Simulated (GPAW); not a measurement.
# Au (Fm-3m) in GPAW: a series of runs

One crystal, Au, is run at these levels: vdW-DF-cx, optPBE-vdW, revPBE+D4; tasks: band structure, equation of state.

All numbers are computed with GPAW 26.7.0; they aren't measurements. Logs are shortened: lines on timing, memory, paths and dates and some standing lists are left out, and cuts for length are marked. The log counts tension as positive stress, the text compression.

**The experiment to reproduce.**

From “Exploring toroidal anvil profiles for larger sample volumes above 4 Mbar”, 2024, pmc:11102561, for a bulk crystal of Au: bulk modulus 167 GPa.

The results are compared with them further down.

## 1. Starting point

The structure is cubic, space group Fm-3m (No. 225). The conventional cell has a = 4.070 Å, b = 4.070 Å, c = 4.070 Å, α = 90.00°, β = 90.00°, γ = 90.00°. Au (site symmetry m-3m) has 12 Au at 2.88 Å as nearest neighbours.

## 2. Band structure, vdW-DF-cx, spin-orbit coupling, no magnetisation

The input, run.py:

```python
import numpy as np
from ase import Atoms
from ase.dft.bandgap import bandgap
from ase.io import write
from gpaw import GPAW, PW
from gpaw.spinorbit import soc_eigenstates

atoms = Atoms(['Au'],
              cell=[[0.0, 2.035, 2.035],
                    [2.035, 0.0, 2.035],
                    [2.035, 2.035, 0.0]],
              scaled_positions=[[0.0, 0.0, 0.0]],
              pbc=True)

calc = GPAW(mode=PW(600),
            xc={'name': 'vdW-DF-cx', 'backend': 'libvdwxc'},
            kpts={'size': (11, 11, 11), 'gamma': True},
            occupations={'name': 'fermi-dirac', 'width': 0.05},
            nbands=14,
            convergence={'density': 1e-05, 'energy': 1e-05},
            maxiter=150,
            txt='gpaw.txt')
atoms.calc = calc
energy = atoms.get_potential_energy()
forces = atoms.get_forces()
calc.write('gs.gpw')
write('result.traj', atoms)
print(f'Energy: {energy:.6f} eV')
print('Forces (eV/A):')
print(forces.round(4))
print('Fermi level:', round(calc.get_fermi_level(), 4), 'eV')
print(f'Gap: {bandgap(calc)[0]:.4f} eV, direct: {bandgap(calc, direct=True)[0]:.4f} eV')

path = atoms.cell.bandpath('GXWKGLUWLK,UX', npoints=60, eps=1e-4)
bs_calc = calc.fixed_density(kpts=path, symmetry='off', nbands=21,
                             convergence={'bands': 'CBM+6.0', 'eigenstates': 1e-6}, txt='bands.txt')
bs = bs_calc.band_structure()
bs.write('bs.json')
print(f'Gap on the path: {bandgap(bs_calc)[0]:.4f} eV')

soc = soc_eigenstates(bs_calc, theta=90, phi=45)
np.savetxt('soc_bands.dat', soc.eigenvalues(), fmt='%.4f')
mesh = soc_eigenstates('gs.gpw', theta=90, phi=45)
np.savetxt('soc_mesh.dat', mesh.eigenvalues(), fmt='%.4f')
print('Fermi level with spin-orbit coupling:', round(mesh.fermi_level, 4), 'eV')
```

Potentials or basis: GPAW PAW data sets (gpaw-data 1.2.1), pw.

On the command line:

```
> OMP_NUM_THREADS=1 python run.py
```

gpaw.txt:

```text
__  _  _
 | _ |_)|_||  |
 |__||  | ||/\| - 26.7.0

Input parameters:
  mode=PW(ecut=600.0),
  convergence={'density': 1e-05, 'energy': 1e-05},
  kpts=MonkhorstPack(size=(11, 11, 11), gamma=True),
  maxiter=150,
  nbands=14,
  occupations=Occupations(name='fermi-dirac', width=0.05),
  xc=XC(name='vdW-DF-cx', backend='libvdwxc')

Diagonalizing LCAO Hamiltonian
Converting LCAO to pw mode

       Au

Atoms  # Å, Bohr magnetons
|   | symbol |        x |        y |        z |    initial magnetic moments |
|---|--------|----------|----------|----------|-----------------------------|
| 0 |     Au | 0.000000 | 0.000000 | 0.000000 | ( 0.0000,  0.0000,  0.0000) |

Unit cell  # Å
| periodic |        x |        y |        z |  lengths |    angles |
|----------|----------|----------|----------|----------|-----------|
|      yes | 0.000000 | 2.035000 | 2.035000 | 2.877925 | 60.000000 |
|      yes | 2.035000 | 0.000000 | 2.035000 | 2.877925 | 60.000000 |
|      yes | 2.035000 | 2.035000 | 0.000000 | 2.877925 | 60.000000 |

Number of symmetries: 48
[... 51 lines left out ...]

BZ-sampling:
  Number of BZ points: 1331
  Number of IBZ points: 56

  Monkhorst-Pack size: [11, 11, 11]
  Monkhorst-Pack shift: [0, 0, 0]

K-points  # in reciprocal-cell coordinates
|     |                                coordinates |     weight |
|-----|--------------------------------------------|------------|
|   0 | (  0.00000000,   0.00000000,   0.00000000) | 0.00075131 |
|   1 | (  0.09090909,   0.09090909,   0.00000000) | 0.00450789 |
|   2 | (  0.09090909,   0.09090909,   0.09090909) | 0.00601052 |
|   3 | (  0.18181818,   0.09090909,   0.09090909) | 0.00901578 |
|   4 | (  0.18181818,   0.18181818,   0.00000000) | 0.00450789 |
|   5 | (  0.18181818,   0.18181818,   0.09090909) | 0.01803156 |
|   6 | (  0.18181818,   0.18181818,   0.18181818) | 0.00601052 |
|   7 | (  0.27272727,   0.18181818,   0.09090909) | 0.01803156 |
|   8 | (  0.27272727,   0.18181818,   0.18181818) | 0.01803156 |
|   9 | (  0.27272727,   0.27272727,   0.00000000) | 0.00450789 |
| ... |                                            |            |
|  55 | (  0.45454545,   0.45454545,   0.45454545) | 0.00601052 |

Plane wave coefficients: 572
Cutoff: 600.0 eV

Spin-components: 1 (collinear spins)
Bands:           14
Projectors:      6
Spin-degeneracy: 2
Datatype:        complex128

Parallelization:
  kpt:    1
  domain: 1
  band:   1

Density:
  Valence electrons: 11.0
  Components: 1
  Grid points: [18 18 18]
  Charge: 0.0  # |e|

Potential:
  Grid points: [18 18 18]

species:
  Au:
    name:    Gold
    Z:       79.0
    valence: 11
    core:    68
    charge:  0.0  # [|e|]
    compensation charges:
      type: gauss
      rc: 0.42  # [Å]
      lmax: 2
    cutoffs:
      filter: 2.33  # [Å]
      core: 2.81  # [Å]
    projectors
    | kind |    occ | energy [eV] | rcut [Å] |
    |------|--------|-------------|----------|
    |   6s |  1.000 |      -5.728 |    1.323 |
    |   6p |  0.000 |      -0.775 |    1.323 |
    |   5d | 10.000 |      -6.891 |    1.323 |
    |    s |        |      21.484 |    1.323 |
    |    p |        |      26.436 |    1.323 |
    |    d |        |      20.321 |    1.323 |

    Using partial waves for Au as LCAO basis

Reference energy: -516598.271109  # eV

eigensolver:
  PPCG
  Converge bands: occupied
  niter=2

density mixing:
  MSR1-Mixer
  Pratt-step length: 0.05
  Maximum mixing coefficient: 0.75
  Old densities: 10
  SVD Regularization: 0.005
  Good broyden scale: 1.0
  Trust region scale: 1.0
  Backstep threshold: 4.0
  History deletion threshold: 6.0
  Fourier metric: weight=20.0, sigma=0.015

occupation numbers:
  Fermi-Dirac:
    width: 0.0500  # eV

poisson solver:
  ecut: 4800.0  # eV

xc functional:
  name: vdW-DF-cx with libvdwxc
  Mode: serial
  Semilocal: GGA_X_LV_RPW86+LDA_C_PW with 2 nearest neighbor stencil
  Local blocksize: 36 x 36 x 36
  PAW datasets: PBE

convergence criteria:
- Maximum integral of absolute [dens]ity change: 1e-05 electrons / valence electron
- Maximum [total energy] change in last 3 cyles: 1e-05 eV / valence electron
- Maximum integral of absolute [eigenst]ate change: 4e-08 eV^2 / valence electron
maximum number of iterations: 150

SCF iterations
|iter     | |      energy | eigst |  dens |
|---------|-|-------------|-------|-------|
|iter:   1| |  104.435243 | -0.45 |       |
|iter:   2| |  104.488207 | -2.84 | -1.12 |
|iter:   3| |  104.693787 | -2.27 | -1.16 |
|iter:   4| |  104.696476 | -4.27 | -2.06 |
|iter:   5| |  104.697297 | -4.32 | -2.38 |
|iter:   6| |  104.697299 | -7.28 | -3.80 |
|iter:   7| |  104.697300c| -7.49c| -4.13 |
|iter:   8| |  104.697300c| -8.98c| -5.27c|

Converged in 8 steps
Energy contributions relative to reference atoms: (reference = -516598.271109)

Energy contributions:
  Kinetic:          -0.858092
  Coulomb:           0.201484
  Zero:              0.091100
  External:          0.000000
  Xc:              105.263532
  Entropy:          -0.001447
  Spinorbit:         0.000000
  ----------------------------
  Free energy:     104.696577
  Extrapolated:    104.697300

dipole moment: (-13.871894, -13.871894, -13.871894)  # |e|*Ang

Fermi level: 10.074
Eigenvalues  # (at kpt = [0.000, 0.000, 0.000])
| band index |      eig [eV] | occ [0-2] |
|------------|---------------|-----------|
|          0 |         0.114 |     2.000 |
|          1 |         5.261 |     2.000 |
|          2 |         5.261 |     2.000 |
|          3 |         5.261 |     2.000 |
|          4 |         6.793 |     2.000 |
|          5 |         6.793 |     2.000 |
|          6 |        25.949 |     0.000 |
|          7 |        29.707 |     0.000 |
|          8 |        29.707 |     0.000 |
|          9 |        29.707 |     0.000 |
|         10 |        33.786 |     0.000 |
|         11 |        38.170 |     0.000 |
|         12 |        38.170 |     0.000 |
|         13 |        38.170 |     0.000 |

No gap
No difference between direct/indirect transitions

Forces  # eV/Ang
|        x |       y |        z |
|----------|---------|----------|
| -0.00000 | 0.00000 | -0.00000 |  # Au   0

# Writing to gs.gpw (mode='')
```

Wall time 19 s (1 thread of AMD EPYC 7B13 (Zen 3), shared host); peak memory 0.23 GiB.

What came out:

```yaml
Free_energy: 104.6966 eV
Band_gap_along_the_path: none (metal or under the smearing width)
```

Levels at the corners of the path, in eV from the Fermi level:
```csv
point,band 8,band 9,band 10,band 11,band 12,band 13
Γ,-4.23,-3.01,-3.01,-3.01,-3.01,15.84
X,-2.14,-1.04,-1.04,0.66,0.66,5.91
W,-3.24,-1.66,-1.66,4.88,4.88,5.32
K,-3.03,-1.95,-1.95,3.78,3.78,4.66
Γ,-4.23,-3.01,-3.01,-3.01,-3.01,15.84
L,-2.40,-1.64,-1.64,-1.24,-1.24,3.19
U,-3.03,-1.95,-1.95,3.78,3.78,4.66
W,-3.24,-1.66,-1.66,4.88,4.88,5.32
L,-2.40,-1.64,-1.64,-1.24,-1.24,3.19
K,-3.03,-1.95,-1.95,3.78,3.78,4.66
U,-3.03,-1.95,-1.95,3.78,3.78,4.66
X,-2.14,-1.04,-1.04,0.66,0.66,5.91
```

Caveat: spin-orbit coupling was added after a scalar SCF, so levels and gaps hold it while energy, forces, pressure and moments don't; this program's spin-orbit splittings come out too wide for heavy elements; the PAW data sets were made with another functional, which shifts forces and pressure a little.

## 3. Band structure, optPBE-vdW, spin-orbit coupling, no magnetisation

The input, run.py:

```python
import numpy as np
from ase.dft.bandgap import bandgap
from ase.io import read, write
from gpaw import GPAW, PW
from gpaw.spinorbit import soc_eigenstates

atoms = read('Au.cif')

calc = GPAW(mode=PW(600),
            xc={'name': 'optPBE-vdW', 'backend': 'libvdwxc'},
            kpts={'size': (11, 11, 11), 'gamma': True},
            occupations={'name': 'fermi-dirac', 'width': 0.05},
            nbands=14,
            convergence={'density': 1e-05, 'energy': 1e-05},
            maxiter=150,
            txt='gpaw.txt')
atoms.calc = calc
energy = atoms.get_potential_energy()
forces = atoms.get_forces()
calc.write('gs.gpw')
write('result.traj', atoms)
print(f'Energy: {energy:.6f} eV')
print('Forces (eV/A):')
print(forces.round(4))
print('Fermi level:', round(calc.get_fermi_level(), 4), 'eV')
print(f'Gap: {bandgap(calc)[0]:.4f} eV, direct: {bandgap(calc, direct=True)[0]:.4f} eV')

path = atoms.cell.bandpath('GXWKGLUWLK,UX', npoints=100, eps=1e-4)
bs_calc = calc.fixed_density(kpts=path, symmetry='off', nbands=21,
                             convergence={'bands': 'CBM+6.0', 'eigenstates': 1e-6}, txt='bands.txt')
bs = bs_calc.band_structure()
bs.write('bs.json')
print(f'Gap on the path: {bandgap(bs_calc)[0]:.4f} eV')

soc = soc_eigenstates(bs_calc, theta=54.7, phi=45)
np.savetxt('soc_bands.dat', soc.eigenvalues(), fmt='%.4f')
mesh = soc_eigenstates('gs.gpw', theta=54.7, phi=45)
np.savetxt('soc_mesh.dat', mesh.eigenvalues(), fmt='%.4f')
print('Fermi level with spin-orbit coupling:', round(mesh.fermi_level, 4), 'eV')
```

The input, Au.cif:

```cif
data_Au
_cell_length_a 2.87792460
_cell_length_b 2.87792460
_cell_length_c 2.87792460
_cell_angle_alpha 60.00000000
_cell_angle_beta 60.00000000
_cell_angle_gamma 60.00000000
_space_group_name_H-M_alt 'P1'
_space_group_name_Hall 'P 1'
_space_group_IT_number 1
loop_
_space_group_symop_operation_xyz
'x,y,z'
loop_
_atom_site_label
_atom_site_type_symbol
_atom_site_symmetry_multiplicity
_atom_site_Wyckoff_symbol
_atom_site_fract_x
_atom_site_fract_y
_atom_site_fract_z
_atom_site_occupancy
Au1 Au 1 a 0.0000000000 0.0000000000 0.0000000000 1
```

Potentials or basis: GPAW PAW data sets (gpaw-data 1.2.1), pw.

On the command line:

```
> OMP_NUM_THREADS=1 python run.py
```

Run time: 20 s. Hardware: 1 thread of AMD EPYC 7B13 (Zen 3), shared host; peak memory 0.24 GiB.

Results (log left out):

```yaml
Free_energy: -29.6553 eV
Band_gap_along_the_path: none (metal or under the smearing width)
```

Levels at the corners of the path, in eV from the Fermi level:
```
point  band 6  band 7  band 8  band 9  band 10  band 11  band 12  band 13  band 14
    Γ   -5.56   -4.29   -4.29   -3.09    -3.09    -3.09    -3.09    15.90    15.90
    X   -2.43   -2.22   -2.22   -1.13    -1.13     0.72     0.72     5.86     5.86
    W   -5.22   -3.31   -3.31   -1.74    -1.74     4.84     4.84     5.33     5.33
    K   -4.13   -3.11   -3.11   -2.03    -2.03     3.77     3.77     4.66     4.67
    Γ   -5.56   -4.29   -4.29   -3.09    -3.09    -3.09    -3.09    15.90    15.90
    L   -4.44   -2.48   -2.48   -1.72    -1.72    -1.15    -1.15     3.14     3.14
    U   -4.13   -3.11   -3.11   -2.03    -2.03     3.77     3.77     4.66     4.67
    W   -5.22   -3.31   -3.31   -1.74    -1.74     4.84     4.84     5.33     5.33
    L   -4.44   -2.48   -2.48   -1.72    -1.72    -1.15    -1.15     3.14     3.14
    K   -4.13   -3.11   -3.11   -2.03    -2.03     3.77     3.77     4.66     4.67
    U   -4.13   -3.11   -3.11   -2.03    -2.03     3.77     3.77     4.66     4.67
    X   -2.43   -2.22   -2.22   -1.13    -1.13     0.72     0.72     5.86     5.86
```

Caveat: spin-orbit coupling was added after a scalar SCF, so levels and gaps hold it while energy, forces, pressure and moments don't; this program's spin-orbit splittings come out too wide for heavy elements; the PAW data sets were made with another functional, which shifts forces and pressure a little.

## 4. Equation of state, revPBE+D4

The input, run.py:

```python
from ase.calculators.mixing import SumCalculator
from ase.eos import EquationOfState
from ase.io import Trajectory, read
from ase.units import GPa
from dftd4.ase import DFTD4
from gpaw import GPAW, PW

atoms = read('Au.cif')

traj = Trajectory('eos.traj', 'w')
volumes, energies = [], []
for x in [0.94, 0.96, 0.98, 1.0, 1.02, 1.04, 1.06]:
    a = atoms.copy()
    a.set_cell(atoms.cell * x**(1 / 3), scale_atoms=True)
    calc = GPAW(mode=PW(600),
                xc='revPBE',
                kpts={'size': (11, 11, 11), 'gamma': True},
                occupations={'name': 'fermi-dirac', 'width': 0.05},
                nbands=14,
                convergence={'density': 1e-05, 'energy': 1e-05},
                maxiter=150,
                txt=f'eos-{x:.2f}.txt')
    a.calc = SumCalculator([calc, DFTD4(method='revpbe')])
    energies.append(a.get_potential_energy())
    volumes.append(a.get_volume())
    p = -a.get_stress()[:3].mean() / GPa
    calc.write(f'eos-{x:.2f}.gpw')
    traj.write(a)
    print(f'{x:.2f} {volumes[-1]:10.4f} A^3 {energies[-1]:14.6f} eV {p:9.3f} GPa', flush=True)

v0, e0, B = EquationOfState(volumes, energies, eos='birchmurnaghan').fit()
print(f'V0 = {v0:.4f} A^3, E0 = {e0:.6f} eV, B0 = {B / GPa:.2f} GPa')
```

Au.cif is that of step 3.

Potentials or basis: the program's PAW data sets (release 1.2.1) made for this functional, pw.

On the command line:

```
> OMP_NUM_THREADS=1 python run.py
```

Run time: 61 s. Hardware: 1 thread of AMD EPYC 7B13 (Zen 3), shared host; peak memory 0.19 GiB.

It converged, with:

```
Equilibrium volume                      : 17.41 Å³/atom
Bulk modulus                            : 162 GPa
Pressure derivative of the bulk modulus : 6.0
```

Energy against volume, from the lowest point:
```csv
volume (Å³/atom),energy (meV/atom)
15.843,88.66
16.181,51.85
16.518,25.85
16.855,9.32
17.192,1.05
17.529,0.00
17.866,5.28
```

Caveat: with this Au data set, volumes or pressures lay over 1.5 % or 2 GPa off other programs in two to four cells of ten.

## 5. Comparison with measurements

Step 4. Against the measured bulk modulus of Au, 167 GPa (quoted in “Exploring toroidal anvil profiles for larger sample volumes above 4 Mbar”, 2024, pmc:11102561), the calculated 162 GPa is off by -2.9 %. The fit is for a static lattice scaled at fixed shape and fixed fractional positions.
